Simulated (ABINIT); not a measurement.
# BaTiO3 (P1) in ABINIT: convergence with k mesh

Aim: find how far k mesh must go before the results for BaTiO3 settle, at PBEsol. This setting moves, with any that are tied to it; all else stays.

Everything below comes from runs of ABINIT 10.8.3 (patched build). Logs are shortened: lines on timing, memory, paths and dates and some standing lists are left out, and cuts for length are marked. The log counts tension as positive stress, the text compression.

## 1. The cell of the first run

The typed cell holds 5 atoms: a = 3.753 Å, b = 4.526 Å, c = 3.794 Å, α = 93.52°, β = 80.30°, γ = 98.03°.

The cell isn't the ideal one: atoms moved at random, drawn with an rms of 0.05 Å.

## 2. With k mesh 1 × 1 × 1

Input file run.abi:

```
pp_dirpath "./"
pseudos "Ba.GGA_PBE-JTH.xml, Ti.GGA_PBE-JTH.xml, O.GGA_PBE-JTH.xml"

acell 3.7527591995 4.5257332861 3.793508457 Angstrom
rprim
     0.9936416892    -0.1124307283     0.0059602758
    -0.0628568482     0.7237444328     0.6871993981
     0.0834127678    -0.7258998369     0.6827237633
ntypat 3
znucl 56 22 8
natom 5
typat 1 2 3 3 3
xcart
     0.0813269636     1.0322905806    10.6549036492
     3.6036271929     0.1289673060     5.5151618031
     7.0501909607    -0.3719742596     5.3314426653
     3.8104514582    -2.4258653038     7.8362575238
     3.1621959767     3.2164323599     8.3069718073
chkprim 0
chksymtnons 0
tolsym 1.0e-6

ecut 23.0
pawecutdg 45.0
pawxcdev 0
pawovlp 30

kptopt 1
ngkpt 1 1 1
nshiftk 1
shiftk 0.0 0.0 0.0

ixc -116133

nband 24
occopt 3
tsmear 0.00183747

nstep 100
tolvrs 1.0e-9

iomode 3
prtwf 0
prtden 0
prteig 0
prtebands 0
```

Potentials or basis: JTH PAW PBE v2.0.

Run with:

```bash
> abinit run.abi > log 2>&1
```

run.abo:

```text
.Version 10.8.3 of ABINIT
 Symmetries : space group P1 (#  1); Bravais aP (primitive triclinic)
================================================================================
 Values of the parameters that define the memory need of the present run
     intxc =       0    ionmov =       0      iscf =      17    lmnmax =      18
     lnmax =       6     mgfft =      40  mpssoang =       3    mqgrid =    3001
     natom =       5  nloc_mem =       2    nspden =       1   nspinor =       1
    nsppol =       1      nsym =       1    n1xccc =       1    ntypat =       3
    occopt =       3   xclevel =       2
       mpw =        1118          nfft =       40960          nkpt =           1
 PAW method is used; the additional fine FFT grid is defined by:
   mgfftf=        54    nfftf =    109350
================================================================================
================================================================================

--------------------------------------------------------------------------------
------------- Echo of variables that govern the present computation ------------
--------------------------------------------------------------------------------
 -outvars: echo values of preprocessed input variables --------
            acell      7.0916871035E+00  8.5523964296E+00  7.1686920400E+00 Bohr
              amu      1.37327000E+02  4.78800000E+01  1.59994000E+01
          chkprim           0
      chksymtnons           0
             ecut      2.30000000E+01 Hartree
              ixc     -116133
         kptrlatt        1    0    0      0    1    0      0    0    1
          kptrlen      7.09168710E+00
            natom           5
            nband          24
            ngfft          32      40      32
          ngfftdg          45      54      45
             nkpt           1
            nstep         100
             nsym           1
           ntypat           3
           occopt           3
[... 262 lines left out ...]
psp_core            :  9.52336493293068E+00
xc_dc               : -2.84416673127735E+01
PAW spherical_terms :  2.93743928867244E+00
internal            : -1.32339278161710E+02
'-kT*entropy'       : -4.11644440870030E-03
total_energy_dc     : -1.32343394606119E+02
total_energy_dc_eV  : -3.60124722773139E+03
...

--- !EnergyTermsWithPAWCore
iteration_state     : {dtset: 1, }
comment             : 'Components of total free energy, including PAW core contributions'
Total energy        : -9.20999505276767E+03
Total energy DC     : -9.20999505750223E+03
Total energy (eV)   : -2.50616732704435E+05
Total energy DC (eV): -2.50616732833269E+05
...

 Cartesian components of stress tensor (hartree/bohr^3)
  sigma(1 1)= -3.09649489E-03  sigma(3 2)=  1.29041235E-03
  sigma(2 2)= -1.59532223E-03  sigma(3 1)= -8.99984254E-05
  sigma(3 3)= -1.71072611E-03  sigma(2 1)= -4.14267523E-04

-Cartesian components of stress tensor (GPa)         [Pressure=  6.2790E+01 GPa]
- sigma(1 1)= -9.11020249E+01  sigma(3 2)=  3.79652422E+01
- sigma(2 2)= -4.69360004E+01  sigma(3 1)= -2.64784509E+00
- sigma(3 3)= -5.03312999E+01  sigma(2 1)= -1.21881713E+01

== END DATASET(S) ==============================================================
================================================================================

 -outvars: echo values of variables after computation  --------
            acell      7.0916871035E+00  8.5523964296E+00  7.1686920400E+00 Bohr
           etotal     -1.3234339461E+02
            fcart      1.9927242540E-02  1.4558871784E-02  5.9158413603E-03
                       1.1461844946E-01  2.3046562955E-02  2.7595908419E-01
                      -5.7691518995E-02 -4.9691263311E-02 -1.2858643232E-01
                      -5.0745416858E-02  6.8614792112E-02 -7.6748162677E-02
                      -2.6108756146E-02 -5.6528963540E-02 -7.6540330558E-02
            rprim      9.9364168920E-01 -1.1243072830E-01  5.9602758000E-03
                      -6.2856848200E-02  7.2374443280E-01  6.8719939810E-01
                       8.3412767800E-02 -7.2589983690E-01  6.8272376330E-01
           strten     -3.0964948868E-03 -1.5953222294E-03 -1.7107261114E-03
                       1.2904123540E-03 -8.9998425396E-05 -4.1426752317E-04
           xangst      4.3036375740E-02  5.4626464991E-01  5.6383321917E+00
                       1.9069573858E+00  6.8246559240E-02  2.9184979387E+00
                       3.7308003864E+00 -1.9684030109E-01  2.8212779578E+00
                       2.0164040736E+00 -1.2837126346E+00  4.1467688975E+00
                       1.6733620461E+00  1.7020627041E+00  4.3958601691E+00
             xred      3.9260000215E-03  9.9399799933E-01  9.8336299932E-01
                       5.0746899965E-01  5.1249399966E-01  5.0706199968E-01
                       9.9540699929E-01  4.8603099968E-01  4.9708799970E-01
                       4.9518899966E-01  5.0476099970E-01  9.9070499933E-01
                       4.8288899969E-01  9.9786399931E-01  4.9484999967E-01
 Calculation completed.
```

Run time: 49 s. Hardware: 1 thread of Arm Neoverse V1, shared host; peak memory 0.11 GiB.

Results:

- Free energy: -3601.2472 eV
- Pressure: 62.8 GPa
- Largest force: 15.411 eV/Å

## 3. With k mesh 2 × 2 × 2

run.abi: that of step 2 with these lines changed.

```diff
@@ -28,3 +28,3 @@
 kptopt 1
-ngkpt 1 1 1
+ngkpt 2 2 2
 nshiftk 1
```

Potentials or basis: JTH PAW PBE v2.0.

Run with:

```bash
> mpirun --bind-to none -np 4 abinit run.abi > log 2>&1
```

Run time: 15 s. Hardware: 4 MPI ranks of Arm Neoverse V1, shared host; peak memory 0.44 GiB.

Results (log left out):

| Item | Value |
| --- | --- |
| Free energy | -3618.0745 eV |
| Pressure | 15.7 GPa |
| Largest force | 1.975 eV/Å |
| Band gap on the k mesh | 0.30 eV, indirect (least direct gap 0.41 eV) |

## 4. With k mesh 3 × 2 × 3

run.abi: that of step 3 with these lines changed.

```diff
@@ -28,3 +28,3 @@
 kptopt 1
-ngkpt 2 2 2
+ngkpt 3 2 3
 nshiftk 1
```

Run with:

```bash
> mpirun --bind-to none -np 4 abinit run.abi > log 2>&1
```

It took 20 s on 4 MPI ranks of Arm Neoverse V1, shared host; peak memory 0.44 GiB.

Results (log left out):

```yaml
Free_energy: -3618.6438 eV
Pressure: 13.8 GPa
Largest_force: 1.195 eV/Å
Band_gap_on_the_k_mesh: 0.41 eV, indirect (least direct gap 0.47 eV)
```

## 5. With k mesh 4 × 3 × 4

run.abi: that of step 4 with these lines changed.

```diff
@@ -28,3 +28,3 @@
 kptopt 1
-ngkpt 3 2 3
+ngkpt 4 3 4
 nshiftk 1
```

Run with:

```bash
> mpirun --bind-to none -np 4 abinit run.abi > log 2>&1
```

It took 29 s on 4 MPI ranks of Arm Neoverse V1, shared host; peak memory 0.44 GiB.

It converged, with:

```
Free energy            : -3618.8093 eV
Pressure               : 13.4 GPa
Largest force          : 1.133 eV/Å
Band gap on the k mesh : 0.46 eV, indirect (least direct gap 0.55 eV)
```

## 6. With k mesh 4 × 4 × 4

run.abi: that of step 5 with these lines changed.

```diff
@@ -28,3 +28,3 @@
 kptopt 1
-ngkpt 4 3 4
+ngkpt 4 4 4
 nshiftk 1
```

Potentials or basis: JTH PAW PBE v2.0.

Run with:

```bash
> mpirun --bind-to none -np 4 abinit run.abi > log 2>&1
```

It took 35 s on 4 MPI ranks of Arm Neoverse V1, shared host; peak memory 0.48 GiB.

Results (log left out):

- Free energy: -3618.8193 eV
- Pressure: 13.3 GPa
- Largest force: 1.133 eV/Å
- Band gap on the k mesh: 0.46 eV, indirect (least direct gap 0.56 eV)

## 7. With k mesh 5 × 4 × 5

run.abi: that of step 6 with these lines changed.

```diff
@@ -28,3 +28,3 @@
 kptopt 1
-ngkpt 4 4 4
+ngkpt 5 4 5
 nshiftk 1
```

Run with:

```bash
> mpirun --bind-to none -np 4 abinit run.abi > log 2>&1
```

Run time: 44 s. Hardware: 4 MPI ranks of Arm Neoverse V1, shared host; peak memory 0.48 GiB.

The run converged. Its results:

```
Free energy            : -3618.8285 eV
Pressure               : 13.3 GPa
Largest force          : 1.122 eV/Å
Band gap on the k mesh : 0.48 eV, indirect (least direct gap 0.56 eV)
```

## 8. With k mesh 6 × 5 × 6

run.abi: that of step 7 with these lines changed.

```diff
@@ -28,3 +28,3 @@
 kptopt 1
-ngkpt 5 4 5
+ngkpt 6 5 6
 nshiftk 1
```

Run with:

```bash
> mpirun --bind-to none -np 4 abinit run.abi > log 2>&1
```

It took 73 s on 4 MPI ranks of Arm Neoverse V1, shared host; peak memory 0.56 GiB.

It converged, with:

```yaml
Free_energy: -3618.8312 eV
Pressure: 13.3 GPa
Largest_force: 1.120 eV/Å
Band_gap_on_the_k_mesh: 0.47 eV, indirect (least direct gap 0.56 eV)
```

## 9. With k mesh 8 × 6 × 8

run.abi: that of step 8 with these lines changed.

```diff
@@ -28,3 +28,3 @@
 kptopt 1
-ngkpt 6 5 6
+ngkpt 8 6 8
 nshiftk 1
```

Potentials or basis: JTH PAW PBE v2.0.

Run with:

```bash
> mpirun --bind-to none -np 4 abinit run.abi > log 2>&1
```

Run time: 2.2 min. Hardware: 4 MPI ranks of Arm Neoverse V1, shared host; peak memory 0.68 GiB.

Results (log left out):

- Free energy: -3618.8316 eV
- Pressure: 13.3 GPa
- Largest force: 1.119 eV/Å
- Band gap on the k mesh: 0.46 eV, indirect (least direct gap 0.56 eV)

## 10. With k mesh 9 × 8 × 9

run.abi: that of step 9 with these lines changed.

```diff
@@ -28,3 +28,3 @@
 kptopt 1
-ngkpt 8 6 8
+ngkpt 9 8 9
 nshiftk 1
```

Run with:

```bash
> mpirun --bind-to none -np 4 abinit run.abi > log 2>&1
```

It took 3.6 min on 4 MPI ranks of Arm Neoverse V1, shared host; peak memory 0.88 GiB.

The run converged. Its results:

* Free energy: -3618.8317 eV
* Pressure: 13.3 GPa
* Largest force: 1.119 eV/Å
* Band gap on the k mesh: 0.47 eV, indirect (least direct gap 0.56 eV)

## 11. Summary

```csv
k mesh,"energy less the tightest run, at zero smearing (meV/atom)",pressure (GPa),largest force (eV/Å),gap on the mesh (eV),SCF cycles,CPU time (s)
1 × 1 × 1,3528.08,62.79,15.411,-,35,49
2 × 2 × 2,152.01,15.71,1.975,0.302,17,59
3 × 2 × 3,37.71,13.79,1.195,0.415,17,79
4 × 3 × 4,4.52,13.35,1.133,0.456,16,120
4 × 4 × 4,2.51,13.35,1.133,0.458,17,140
5 × 4 × 5,0.66,13.32,1.122,0.476,16,180
6 × 5 × 6,0.09,13.32,1.120,0.468,17,290
8 × 6 × 8,0.01,13.32,1.119,0.465,16,540
9 × 8 × 9,0.00,13.32,1.119,0.470,16,860
```

Against the tightest run, the energy stays within 1 meV/atom from 5 × 4 × 5 on; the pressure stays within 0.1 GPa from 4 × 3 × 4 on; the largest force stays within 0.005 eV/Å from 5 × 4 × 5 on; the gap on the mesh stays within 0.01 eV from 5 × 4 × 5 on. Meshes of other sizes hit other points, so gaps and Fermi surfaces needn't settle smoothly. The tightest run that finished is the yardstick and may itself not be fully converged.

Caveats: this set's barium file shifts pressures by 1.5 GPa and gaps by 0.1 eV against other sets; the PAW data sets were made with another functional, which shifts forces and pressure a little; spin-orbit coupling is left out, which moves the levels of the heavy elements; an odd mesh through Γ misses points on the zone boundary, where band edges often lie; the atomic spheres overlap.
